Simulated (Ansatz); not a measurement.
The system is Ge.

```xyz
4
Lattice="3.9976 0.0000 0.0000 -1.9988 3.4620 0.0000 0.0000 0.0000 6.5994" Properties=species:S:1:pos:R:3 pbc="T T T"
Ge    0.0000    2.3080    6.1843
Ge    1.9988    1.1540    2.8846
Ge    0.0000    2.3080    3.7148
Ge    1.9988    1.1540    0.4151
```

This isn't the form of Ge at room conditions, which is diamond.

| Quantity | Value |
| --- | --- |
| Program | Ansatz 0.2.0 |
| Task | relaxation of cell and atoms |
| Functional | LDA |
| Potentials or basis | Ansatz PAW |
| Cutoff | 420 eV (not typed: the program's choice for these potentials) |
| k mesh | 8 × 8 × 4 |
| Occupations | fermi-dirac, width 0.05 eV |
| Spin | no spin polarisation |

At the start: volume 22.83 Å³/atom.

How do energy, volume and symmetry change on relaxing?

It ends after 5 steps and the volume is 22.17 Å³/atom (-2.9 %); space group P6_3/mmc (No. 194, to 0.05 Å).

The path:
```
step  energy change (eV)  largest force (eV/Å)  volume (Å³)
   1              0.0000                0.0032        91.33
   2             -0.0162                0.0071        89.13
   3             -0.0168                0.0080        88.64
   4             -0.0168                0.0004        88.68
   5             -0.0164                0.0004        88.68
```

Final structure:
```xyz
4
Lattice="3.9618 0.0000 0.0000 -1.9809 3.4310 0.0000 0.0000 0.0000 6.5239" Properties=species:S:1:pos:R:3 pbc="T T T"
Ge    0.0000    2.2873    6.1145
Ge    1.9809    1.1437    2.8525
Ge    0.0000    2.2873    3.6714
Ge    1.9809    1.1437    0.4094
```

Caveat: the plane-wave basis is chosen anew once the cell has moved, so the energies of steps on either side of that aren't comparable; the PAW data sets come from PBE, with cores solved anew for the run's functional, which leaves a small shift of forces and pressure.
